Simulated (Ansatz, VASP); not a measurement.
## HfO2: VASP beside Ansatz

```
CELL_PARAMETERS angstrom
-0.01250 2.49429 2.49429
2.49429 -0.01250 2.49429
2.49429 2.49429 -0.01250
ATOMIC_POSITIONS crystal
Hf 0.00000 0.00000 0.00000
O 0.25043 0.25043 0.25043
O 0.74957 0.74957 0.74957
```

Change from the starting cell: equal xy, yz and zx engineering shears of -0.5 %.

Alike in both runs: functional LDA; k mesh 8 × 8 × 8; no spin polarisation.

Ansatz relaxed the structure, and its values are those at the end. VASP's run is a single point on that final structure, the one shown.

|  | VASP | Ansatz |
| --- | --- | --- |
| version | VASP 6.6.1 | Ansatz 0.2.0 |
| potentials or method | VASP PAW LDA potentials, release 64 (Hf_pv, O), cutoff 520 eV | all-electron LAPW, scalar-relativistic |
| occupations | gaussian, width 0.01 eV | fixed |

```tsv
	VASP	Ansatz	Ansatz less VASP
gap on the k mesh at the Fermi level (eV)	3.70	3.66	-0.046
pressure (GPa)	-3.2	0.2	+3.38
```

Ansatz ran all-electron here, so the differences hold the error of VASP's frozen core and of both bases.

Caveats: spin-orbit coupling is left out, which moves the levels of the heavy elements. A k mesh can miss the band edges.
